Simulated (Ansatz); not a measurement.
Al2Ru:

```
Ru Al
1.0
    -1.56042    1.56042    4.22181
     1.56042   -1.56042    4.22181
     1.56042    1.56042   -4.22181
Ru Al
1 2
Cartesian
  0.0000 0.0000 0.0000
  0.0000 0.0000 2.8776
  0.0000 0.0000 5.5660
```

The cell comes from a database or a generator and needn't be the stable form of this composition.

- Program: Ansatz 0.2.0
- Task: single point
- Functional: PBEsol
- Potentials or basis: Ansatz PAW
- Cutoff: 420 eV (not typed: the program's choice for these potentials)
- k mesh: 12 × 12 × 12
- Occupations: fermi-dirac, width 0.05 eV
- Spin: no spin polarisation

On this cell: pressure -0.4 GPa; largest force 0.048 eV/Å; band gap on the k mesh none (metal or under the smearing width).

The same run follows on a disturbed copy (atoms moved at random, drawn with an rms of 0.05 Å):

```
CELL_PARAMETERS angstrom
-1.56042 1.56042 4.22181
1.56042 -1.56042 4.22181
1.56042 1.56042 -4.22181
ATOMIC_POSITIONS crystal
Ru 0.01481 0.00199 0.00329
Al 0.33971 0.33851 0.99676
Al 0.65565 0.64251 0.98224
```

**Question.** What changes?

**Answer.** The energy (extrapolated to zero smearing) moves by +8.6 meV/atom; pressure 0.0 GPa; largest force 0.604 eV/Å; band gap on the k mesh none (metal or under the smearing width).

Forces in eV/Å, atoms in the order of the input:
```
Ru  -0.147 -0.276 -0.517
Al  -0.159  0.092  0.203
Al   0.305  0.184  0.314
```

Stress tensor (GPa, compression positive):
```
 0.08  0.08  0.08
 0.08  0.11  0.20
 0.08  0.20 -0.04
```

Caveats: the PAW data sets come from PBE, with cores solved anew for the run's functional, which leaves a small shift of forces and pressure.
